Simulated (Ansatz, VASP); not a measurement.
# One calculation of C, two programs

File INCAR:

```
PREC     = Accurate       # precision mode
ENCUT    = 520            # plane-wave cutoff, eV
EDIFF    = 1E-7           # SCF threshold, eV
ISMEAR   = 0              # smearing method
SIGMA    = 0.05           # smearing width, eV
LREAL    = F              # projectors in reciprocal space
LASPH    = T              # aspherical terms in the spheres
NELM     = 100            # most SCF steps
ALGO     = Fast           # electronic algorithm
ISIF     = 2              # what is computed and relaxed
LWAVE    = F              # write WAVECAR
LCHARG   = T              # write CHGCAR
GGA      = PE             # functional
IVDW     = 12             # dispersion correction
LELF     = T              # ELF
LVHAR    = T            
NBANDS   = 11             # bands
```

KPOINTS

```
Automatic mesh
0
Gamma
  14 14 14
```

The input POSCAR:

```
C
1.0
    0.0000000000      2.1897750000      3.3878812500
    1.2280000000      0.0627750000      3.3480000000
    1.2280000000      2.1270000000      0.0398812500
C
2
Direct
    0.1666700000      0.8333300000      0.1666700000
    0.8333300000      0.1666700000      0.8333300000
```

Input for Ansatz:

```yaml
crystal:
  lattice:
    - [0.0, 2.189775, 3.38788125]
    - [1.228, 0.062775, 3.348]
    - [1.228, 2.127, 0.03988125]
  atoms:
    - { symbol: C, position: [0.16667, 0.83333, 0.16667] }
    - { symbol: C, position: [0.83333, 0.16667, 0.83333] }
basis:
  ecutwfc: 420
kpoints:
  mp_grid: { grid: [14, 14, 14] }
hamiltonian:
  xc: pbe
  dispersion: d3bj
scf:
  occupations: { method: gaussian, width: 0.05 }
output:
  forces: true
  stress: true
  eigenvalues: true
```

Change from the starting cell: strain +0.0375 x Voigt [0, 0, 0, 1, 0, 0], atoms carried along.

Alike in both runs: task single point; functional PBE; dispersion D3(BJ); k mesh 14 × 14 × 14; occupations gaussian, width 0.05 eV; no spin polarisation.

```csv
,VASP,Ansatz
version,VASP 6.6.1,Ansatz 0.2.0
potentials or method,"VASP PAW PBE potentials, release 64 (C)","scalar-relativistic, plane waves, PAW"
plane-wave cutoff (eV),520,420
valence electrons in the cell,8,8
```

Ansatz gave:

- gap on the k mesh at the Fermi level (eV): 0.34
- least direct gap on the mesh (eV): 0.45
- pressure (GPa): 3.3
- largest component of the traceless stress (GPa): 2.71
- rms of the force components (eV/Å): 0.016

**Question.** Estimate VASP's values.

**Answer.** gap on the k mesh at the Fermi level (eV): 0.34; least direct gap on the mesh (eV): 0.45; pressure (GPa): 3.8; largest component of the traceless stress (GPa): 3.25; rms of the force components (eV/Å): 0.016.

Atom by atom the forces differ by 0.000 eV/Å (rms over components).

A k mesh can miss the band edges.
